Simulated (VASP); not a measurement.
# K: convergence, equation of state

K, Pm-3m (no. 221), 1 atom in the cell. RPBE; PAW potentials K_sv_GW (PBE set). VASP 6.6.1.

Wanted: equilibrium volume within 0.5 %; bulk modulus within 2.5 %.

What the run is for: choice of potentials; Accuracy asked: standard; Volumes (times the given one): 0.91, 0.94, 0.97, 1, 1.03, 1.06, 1.09.

## Potentials and cutoff

| Potentials and cutoff | Equilibrium volume (Å³/atom) | Bulk modulus (GPa) | Time (s) |
|---|---|---|---|
| K_sv_GW, ENCUT 450 | 86.1 | 2.392 | 65 |
| K_sv, ENCUT 450 | 86.53 | 2.406 | 60 |
| K_pv, ENCUT 450 | 86.55 | 2.401 | 50 |

Chosen: K_sv_GW, ENCUT 450; no other choice that stays within the tolerance saves 30 % of the time.

The chosen settings are those of the reference run.

## The input

INCAR:
```
ALGO = Normal
EDIFF = 1E-7
ENCUT = 450
GGA = RP
GGA_COMPAT = False
ISIF = 2
ISMEAR = 1
LASPH = True
LCHARG = False
LREAL = False
LWAVE = False
NELM = 120
NSW = 0
PREC = Accurate
SIGMA = 0.1
```

KPOINTS:
```
k-points
0
Gamma
  8 8 8
```

POSCAR.step1:
```
K
1.0
    4.1770404757      0.0000000000      0.0000000000
    0.0000000000      4.1770404757      0.0000000000
    0.0000000000      0.0000000000      4.1770404757
K
1
Direct
    0.0000000000      0.0000000000      0.0000000000
```

POSCAR.step2:
```
K
1.0
    4.2224466469      0.0000000000      0.0000000000
    0.0000000000      4.2224466469      0.0000000000
    0.0000000000      0.0000000000      4.2224466469
K
1
Direct
    0.0000000000      0.0000000000      0.0000000000
```

POSCAR.step3:
```
K
1.0
    4.2668967202      0.0000000000      0.0000000000
    0.0000000000      4.2668967202      0.0000000000
    0.0000000000      0.0000000000      4.2668967202
K
1
Direct
    0.0000000000      0.0000000000      0.0000000000
```

POSCAR.step4:
```
K
1.0
    4.3104394900      0.0000000000      0.0000000000
    0.0000000000      4.3104394900      0.0000000000
    0.0000000000      0.0000000000      4.3104394900
K
1
Direct
    0.0000000000      0.0000000000      0.0000000000
```

POSCAR.step5:
```
K
1.0
    4.3531198844      0.0000000000      0.0000000000
    0.0000000000      4.3531198844      0.0000000000
    0.0000000000      0.0000000000      4.3531198844
K
1
Direct
    0.0000000000      0.0000000000      0.0000000000
```

POSCAR.step6:
```
K
1.0
    4.3949793743      0.0000000000      0.0000000000
    0.0000000000      4.3949793743      0.0000000000
    0.0000000000      0.0000000000      4.3949793743
K
1
Direct
    0.0000000000      0.0000000000      0.0000000000
```

POSCAR.step7:
```
K
1.0
    4.4360563287      0.0000000000      0.0000000000
    0.0000000000      4.4360563287      0.0000000000
    0.0000000000      0.0000000000      4.4360563287
K
1
Direct
    0.0000000000      0.0000000000      0.0000000000
```

Commands (each step's output is kept before the next begins):
```
cat potpaw_PBE.64/K_sv_GW/POTCAR > POTCAR
cp POSCAR.step1 POSCAR
mpirun -np 1 vasp_std > vasp.out
cp POSCAR.step2 POSCAR
mpirun -np 1 vasp_std > vasp.out
cp POSCAR.step3 POSCAR
mpirun -np 1 vasp_std > vasp.out
cp POSCAR.step4 POSCAR
mpirun -np 1 vasp_std > vasp.out
cp POSCAR.step5 POSCAR
mpirun -np 1 vasp_std > vasp.out
cp POSCAR.step6 POSCAR
mpirun -np 1 vasp_std > vasp.out
cp POSCAR.step7 POSCAR
mpirun -np 1 vasp_std > vasp.out
```

Limits: Total energies under different potentials can't be compared; the cell and the gap can.

The chosen input took VASP 6.6.1 65 s on 1 core (Intel Xeon Platinum 8488C (Sapphire Rapids)), a shared host.
